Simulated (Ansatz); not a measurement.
The elements of this relaxed trial crystal are hidden behind letters.

```
lattice vectors (Å)
   0.0000    3.5151    3.8723
   2.5679    0.0000    3.8723
   2.5679    3.5151    0.0000
fractional positions
X 0.7500 0.7500 0.7500
Z 0.5000 0.5000 0.5000
Q 0.7378 0.2622 0.7378
Q 0.2622 0.7378 0.2622
Q 0.7181 0.7181 0.2819
Q 0.2819 0.2819 0.7181
```

Computed with Ansatz, DFT PBE, scalar-relativistic, plane waves, PAW. Cutoff 420 eV, Γ-centred 8×8×8 mesh (6-atom cell), Gaussian smearing of 0.02 eV, no spin polarisation.

```
Space group                              : F222 (No. 22)
Conventional cell                        : a = 5.136 Å, b = 7.030 Å, c = 7.745 Å
Volume per atom                          : 11.65 Å³
Density                                  : 6.43 g/cm³
Formation energy                         : −2.384 eV/atom
Gap on the 8×8×8 mesh of the 6-atom cell : 0.97 eV
```

Energies are uncorrected and count from the elements' standard states at the same level.

Q: X is a d-block element of period 6, Z is a p-block element of period 3 and Q is a p-block element of period 2. Which elements are they?

A: X = Hf, Z = Si, Q = O, so the formula is HfSiO4. Density times volume gives a mean mass of 6.43 × 11.65/1.6605 = 45.1 u per atom, and this set has 45.1 u. Hf has 4 O at 2.19 Å, 4 O at 2.32 Å and 4 Si at 2.91 Å; Si is surrounded by 4 O at 1.67–1.69 Å and 4 Hf at 2.91 Å; around O on its first site lie 1 Si at 1.67 Å and 2 Hf at 2.32 Å; 1 more site not described. Other sets within the hints have nearly the same mass, so mass alone doesn't settle it; this one was computed.

These runs have no spin–orbit coupling, which can matter for Hf. Kohn–Sham gaps at this level usually fall short of measured ones. Symmetry constrained the relaxation, so the result can be a saddle point. Another cell of HfSiO4 relaxed alike, in I4_1/amd (a cell as deposited in COD), lies 0.75 eV/atom lower, so this cell isn't the stable form at this level.
